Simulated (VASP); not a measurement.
Write the native input for VASP 6.6.1 that does the following.

```
Task                            : evGW0 quasiparticle levels
Functional                      : LDA
Potentials or basis             : VASP PAW LDA potentials, release 64 (La_GW, O_GW)
Cutoff                          : 500 eV
k mesh                          : 2 × 2 × 4
Occupations                     : gaussian, width 0.01 eV
Spin                            : no spin polarisation
Ladder                          : free
GW scheme                       : evGW0
GW iterations                   : 4
Cutoff of the response function : 120
Frequency points                : 50
Empty bands                     : 345
Further INCAR settings          : ALGO = EVGW0; EDIFF = 1e-08; NBANDS = 365
```

La2O3:

```
La O
1.0
     6.37027    0.00000    0.00000
    -3.18514    5.51682    0.00000
     0.00000    0.00000    3.28989
La O
2 3
Direct
  0.66667 0.33333 0.49810
  0.33333 0.66667 0.50190
  0.50461 0.00000 0.00000
  0.00000 0.50461 0.00000
  0.49539 0.49539 0.00000
```

The cell comes from a database or a generator and needn't be the stable form of this composition.

These files were run (other wordings do the same):

POSCAR

```
La2O3
1.0
    6.3702727145      0.0000000000      0.0000000000
   -3.1851363572      5.5168179998      0.0000000000
    0.0000000000      0.0000000000      3.2898942108
La O
2 3
Direct
    0.6666666667      0.3333333333      0.4981030000
    0.3333333333      0.6666666667      0.5018970000
    0.5046070000      0.0000000000      0.0000000000
    0.0000000000      0.5046070000      0.0000000000
    0.4953930000      0.4953930000      0.0000000000
```

INCAR.step1

```
  PREC = Accurate
  ENCUT = 500
  EDIFF = 1E-8
  ISMEAR = 0
  SIGMA = 0.01
  LREAL = F
  LASPH = T
  NELM = 100
  ALGO = Normal
  LWAVE = T
  LCHARG = F
  KPAR = 4
```

INCAR.step2

```
  PREC = Accurate
  ENCUT = 500
  EDIFF = 1E-8
  ISMEAR = 0
  SIGMA = 0.01
  LREAL = F
  LASPH = T
  NELM = 1
  ALGO = Exact
  LWAVE = T
  LCHARG = F
  NBANDS = 365
  LOPTICS = T
  ISTART = 1
  KPAR = 4
```

INCAR.step3

```
  PREC = Accurate
  ENCUT = 500
  EDIFF = 1E-8
  ISMEAR = 0
  SIGMA = 0.01
  LREAL = F
  LASPH = T
  ALGO = EVGW0
  LWAVE = F
  LCHARG = F
  NELMGW = 4
  NBANDS = 365
  ENCUTGW = 120
  NOMEGA = 50
  PRECFOCK = Fast
  ISTART = 1
  NBANDSGW = 28
  KPAR = 4
```

KPOINTS

```
regular mesh
0
Gamma
  2 2 4
```

Potentials or basis: VASP PAW LDA potentials, release 64 (La_GW, O_GW).

Command:

```bash
$ cat potpaw_LDA.64/La_GW/POTCAR potpaw_LDA.64/O_GW/POTCAR > POTCAR
$ cp INCAR.step1 INCAR
$ mpirun -np 4 vasp_std > vasp.out
$ cp INCAR.step2 INCAR
$ mpirun -np 4 vasp_std > vasp.out
$ cp INCAR.step3 INCAR
$ mpirun -np 4 vasp_std > vasp.out
```

Results of the run:

* Band gap on the k mesh, mean-field level: 1.48 eV, indirect (least direct gap 1.94 eV)
* Quasiparticle gap: 3.11 eV
* Least direct quasiparticle gap: 3.53 eV

Caveat: the k mesh is coarse (spacing up to 0.57 Å⁻¹), so the values aren't converged; bands, screening cutoff and mesh are small and nothing is extrapolated, so the quasiparticle values aren't converged; spin-orbit coupling is left out, which moves the levels of the heavy elements.

It took 13 min on 4 MPI ranks on Intel(R) Xeon(R) Platinum 8488C (Sapphire Rapids), on a shared host, peak memory 1.6 GiB a rank.
